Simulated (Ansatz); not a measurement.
Pb in Ansatz: the effect of strain

The system is Pb.

```xyz
2
Lattice="3.4800 0.0000 0.0000 -1.7400 3.0138 0.0000 0.0000 0.0000 5.3664" Properties=species:S:1:pos:R:3 pbc="T T T"
Pb    1.7400    1.0046    4.0248
Pb    0.0000    2.0092    1.3416
```

This isn't the form of Pb at room conditions, which is fcc.

Alike in all runs:

```yaml
Program: Ansatz 0.2.0
Task: band structure
Functional: PBEsol
Potentials_or_basis: Ansatz PAW
Cutoff: "420 eV (not typed: the program's choice for these potentials)"
k_mesh: 7 × 7 × 4
Occupations: fermi-dirac, width 0.05 eV
Spin: no spin polarisation
Kind_of_strain: uniaxial
Path: "[[\"G\", \"M\", \"K\", \"G\", \"A\", \"L\", \"H\", \"A\"], [\"L\", \"M\"], [\"K\", \"H\"]]"
Points_for_each_segment_of_the_path: 14
```

| strain | pressure (GPa) |
| --- | --- |
| -0.04 | 3.2 |
| -0.02 | ? |
| -0.01 | 1.3 |
| 0 | 0.7 |
| 0.01 | 0.3 |
| 0.02 | -0.2 |
| 0.04 | -0.9 |

Question: What does the run with strain -0.02 give?

Answer: Pressure 1.9 GPa.

Worked out: A parabola through the other rows of the pressure, of slope -61.4 GPa per unit of strain there, gives 1.9 GPa, against the run's 1.9.

Caveats: the PAW data sets come from PBE, with cores solved anew for the run's functional, which leaves a small shift of forces and pressure.
